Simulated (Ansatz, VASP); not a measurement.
# One calculation of Al3Cu, two programs

```
Al Cu
1.0
     2.77841    0.00000    0.00000
     0.00000    2.77841    0.00000
     0.00000    0.00000    7.51340
Al Cu
3 1
Direct
  0.00000 0.00000 0.50000
  0.50000 0.50000 0.22612
  0.50000 0.50000 0.77388
  0.00000 0.00000 0.00000
```

Alike in both runs: task single point; functional PBEsol; k mesh 8 × 8 × 4; occupations gaussian, width 0.1 eV; no spin polarisation.

|  | VASP | Ansatz |
| --- | --- | --- |
| version | VASP 6.6.1 | Ansatz 0.2.0 |
| potentials or method | VASP PAW PBE potentials, release 64 (Al, Cu) | scalar-relativistic, plane waves, PAW |
| plane-wave cutoff (eV) | 520 | 420 |
| valence electrons in the cell | 20 | 28 |

```tsv
	VASP	Ansatz	Ansatz less VASP
gap on the k mesh at the Fermi level (eV)	none	none	-
pressure (GPa)	1.2	1.0	-0.19
largest component of the traceless stress (GPa)	0.19	0.24	+0.046
rms of the force components (eV/Å)	0.074	0.083	+0.0093
```

Atom by atom the forces differ by 0.009 eV/Å (rms over components). A gap of «none» marks a metal or a gap that the smearing closes. The two sets of potentials don't hold the same shells in valence.

Caveats: the PAW data sets were made with another functional, which shifts forces and pressure a little (VASP).
